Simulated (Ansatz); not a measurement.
A plane-wave DFT run in Ansatz 0.2.0 (scalar-relativistic PAW potentials unless the input names others): input and command.

```yaml
crystal:
  lattice:
    - [3.1222214744, 0.0, 0.0]
    - [-1.5611107372, 2.703923113, 0.0]
    - [0.0, 0.0, 2.4367620704]
  atoms:
    - { symbol: W, position: [0.0, 0.0, 0.0] }
    - { symbol: C, position: [0.6666666667, 0.3333333333, 0.5] }
basis:
  ecutwfc: 420
kpoints:
  mp_grid: { grid: [24, 24, 24] }
hamiltonian:
  xc: pbesol
scf:
  occupations: { method: gaussian, width: 0.15 }
  convergence: { dr2_threshold: 1.0e-05 }
output:
  forces: true
  eigenvalues: true
  stress: true
```

```bash
ansatz run input.yaml --threads 1 --pin off --max-ram 2560MiB --backend cpu --events-out ev --progress --plain --runs-dir out
```

Abridged log:
```
Warning: scf.convergence.dr2_threshold = 1e-5 eV is looser than this run's default, which is 1e-7 eV or tighter. The error in the forces grows as the threshold's square root, so leave the key out unless less accurate forces are enough
Warning: output.stress: scf.convergence.dr2_threshold = 1e-5 eV is looser than the 2e-10 eV advised for a printed stress (1e-10 eV for each atom of the cell: 2). ...
Basis set: ecut = 420 eV, 405 PW (Γ), exchange–correlation on 48×48×36 points (8 copies of the dense FFT grid, shifted against one another)
Bands: 13, of which v1, the nominal top of the filled ones, is band 9 counted from 1 (8 counted from 0)
Symmetry: 12 space group operations
k-points: 793 of 13824 (time reversal used)
SCF iter   1: F=—  HF=-10502.117853 eV  |F-HF|=—  |Δ(HF+E_count)|=         —  Δρ=1.80e-2  dr2=6.91e-2  ethr=1.77e-3  ⟨swp⟩=5.3  Hψ=51775  notcnv=0
SCF iter   2: F=—  HF=-10502.107103 eV  |F-HF|=—  |Δ(HF+E_count)|=   1.08e-2  Δρ=1.13e-2  dr2=3.11e-2  ethr=3.84e-4  ⟨swp⟩=1.0  Hψ=16653  notcnv=0
SCF iter   3: F=—  HF=-10502.099146 eV  |F-HF|=—  |Δ(HF+E_count)|=   7.96e-3  Δρ=9.00e-4  dr2=7.07e-5  ethr=1.73e-4  ⟨swp⟩=2.4  Hψ=13886  notcnv=0
SCF iter   4: F=—  HF=-10502.099140 eV  |F-HF|=—  |Δ(HF+E_count)|=   5.35e-6  Δρ=1.76e-4  dr2=4.52e-6  ethr=3.93e-7  ⟨swp⟩=2.1  Hψ=16975  notcnv=0
SCF iter   5: F=-10502.099139 eV  HF=-10502.099139 eV  |F-HF|=2.26e-9  |Δ(HF+E_count)|=   1.02e-6  Δρ=2.06e-5  dr2=2.55e-8  ethr=2.51e-8  ⟨swp⟩=2.9  Hψ=17669  notcnv=0
SCF iter   6: F=-10502.099139 eV  HF=-10502.099139 eV  |F-HF|=2.40e-10  |Δ(HF+E_count)|=   7.02e-9  Δρ=4.12e-6  dr2=1.30e-9  ethr=1.42e-10  ⟨swp⟩=1.6  Hψ=33971  notcnv=0
SCF 1 converged in 6 iterations: F = -10502.099139 eV  dr2 = 1.30e-9
SCF converged after 6 iterations
Free energy (F): -10502.099139 eV
Harris-Foulkes:  -10502.099139 eV  (|F-HF|=2.40e-10)
Internal energy: -10502.092070 eV  (E = F + TS)
E sigma→0 (E₀):  -10502.095605 eV
Entropy (-TS):   -0.007069 eV (-3.535 meV/atom)
Fermi energy:    21.031612 eV
--- Forces (eV/Å), atoms counted from 1 ---
  atom   1  W      0.00000000     0.00000000     0.00000000
  atom   2  C      0.00000000     0.00000000     0.00000000
--- Stress (GPa, compression-positive) ---
      -30.354626       0.000000       0.000000
        0.000000     -30.354626       0.000000
        0.000000       0.000000     140.027935
  P = ⅓ Tr σ = 26.4396 GPa (264.396 kbar)
```

Apart from outputs and empty bands, the input differs from a reference run on usual settings in scf.convergence.dr2_threshold: not typed → 1e-05. The reference, at the same geometry (not necessarily relaxed), gave pressure 26.44 GPa, largest force 0.000 eV/Å, no gap on the mesh. This run converged in 6 SCF iterations (reference: 6) with an energy at zero smearing within 0.01 meV/atom of the reference's, pressure 26.44 GPa, largest force 0.000 eV/Å, no gap on the mesh.

The SCF went on to a residual of 1.3e-09 eV, far under the typed threshold, which therefore didn't bind.

Time: 16 s on 1 thread of Arm Neoverse V2 (shared host), peak memory 0.52 GiB.